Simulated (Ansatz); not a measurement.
Isolated molecules relaxed with PBE0-D4/def2-TZVP in Ansatz; ΔE leaves out vibrations. CCSD(T)/CBS adds triple-zeta CCSD(T) − MP2 to the extrapolated MP2 energy (def2 sets, frozen cores). Functionals use def2-TZVPP. B3LYP here is the variant with VWN-RPA as its local correlation; programs differ in this. One conformer a species, not always the lowest.

Reaction (substitution at a C–O bond): `C=COC(C)=O` + `CCCO` → `C=COCCC` + `CC(=O)O`

```json
{"level": "r2SCAN-D4", "ΔE (kJ/mol)": "-28.6", "difference from CCSD(T)/CBS": "-3.4"}
{"level": "PBE0-D4", "ΔE (kJ/mol)": "-27.8", "difference from CCSD(T)/CBS": "-2.6"}
{"level": "B3LYP-D4", "ΔE (kJ/mol)": "-25.9", "difference from CCSD(T)/CBS": "-0.7"}
{"level": "ωB97X-V", "ΔE (kJ/mol)": "-27.4", "difference from CCSD(T)/CBS": "-2.2"}
{"level": "ωB97M-V", "ΔE (kJ/mol)": "-27.6", "difference from CCSD(T)/CBS": "-2.4"}
{"level": "B2PLYP", "ΔE (kJ/mol)": "-26.0", "difference from CCSD(T)/CBS": "-0.8"}
{"level": "PBE", "ΔE (kJ/mol)": "-26.9", "difference from CCSD(T)/CBS": "-1.7"}
{"level": "r2SCAN", "ΔE (kJ/mol)": "-28.2", "difference from CCSD(T)/CBS": "-3.0"}
{"level": "B3LYP", "ΔE (kJ/mol)": "-24.3", "difference from CCSD(T)/CBS": "0.9"}
{"level": "HF/def2-TZVPP", "ΔE (kJ/mol)": "-23.5", "difference from CCSD(T)/CBS": "1.7"}
{"level": "CCSD(T)/def2-TZVPP", "ΔE (kJ/mol)": "-25.6", "difference from CCSD(T)/CBS": "-0.4"}
{"level": "HF/def2-QZVPP", "ΔE (kJ/mol)": "-23.3", "difference from CCSD(T)/CBS": "1.9"}
{"level": "SCS-MP2/def2-QZVPP", "ΔE (kJ/mol)": "-25.8", "difference from CCSD(T)/CBS": "-0.6"}
{"level": "HF/CBS(def2)", "ΔE (kJ/mol)": "-23.2", "difference from CCSD(T)/CBS": "2.0"}
{"level": "MP2/CBS(def2)", "ΔE (kJ/mol)": "-28.1", "difference from CCSD(T)/CBS": "-2.9"}
{"level": "CCSD/CBS(def2)", "ΔE (kJ/mol)": "-24.7", "difference from CCSD(T)/CBS": "0.5"}
{"level": "CCSD(T)/CBS", "ΔE (kJ/mol)": "-25.2", "difference from CCSD(T)/CBS": "0"}
```

Largest T1 diagnostic among the species: 0.015.

CCSD(T)/CBS has its own doubt, a few kJ/mol and more with outer-core shells, so smaller differences from it don't rank the levels.
